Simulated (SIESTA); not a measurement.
Crystal: SnTe.

```xyz
2
Lattice="0.0000 3.1509 3.1509 3.1509 0.0000 3.1509 3.1509 3.1509 0.0000" Properties=species:S:1:pos:R:3 pbc="T T T"
Te    3.1509    3.1509    3.1509
Sn    0.0000    0.0000    0.0000
```

Base run:

| Quantity | Value |
| --- | --- |
| Program | SIESTA 5.4.2 |
| Functional | PBE |
| Potentials or basis | PseudoDojo 0.4 standard (PBE files) |
| Basis | DZP (energy shift 0.003 Ry; two zetas on semicore shells) |
| Grid cutoff | 500 Ry |
| Energy shift | 0.003 Ry |
| k mesh | 7 × 7 × 7 |
| Occupations | fermi-dirac, width 0.05 eV |
| Spin | no spin polarisation |

Its results: pressure 2.9 GPa.

Task: After a change of settings the same cell gave: pressure 6.6 GPa. Which change was it?
A. functional from PBE to PBEsol; potentials or basis from PseudoDojo 0.4 standard (PBE files) to PseudoDojo 0.4 standard (PBEsol files)
B. basis from DZP (energy shift 0.003 Ry; two zetas on semicore shells) to TZP (energy shift 0.01 Ry); energy shift from 0.003 Ry to 0.01 Ry
C. functional from PBE to BLYP
D. functional from PBE to LDA; potentials or basis from PseudoDojo 0.4 standard (PBE files) to PseudoDojo 0.4 standard (LDA files)

Result: C.

BLYP binds less tightly than PBE, so the same cell stands under more pressure.

Caveats: the basis of atomic orbitals isn't converged, which shifts pressures, moduli and gaps; the potentials were made for another functional, which shifts forces and pressure (some runs).
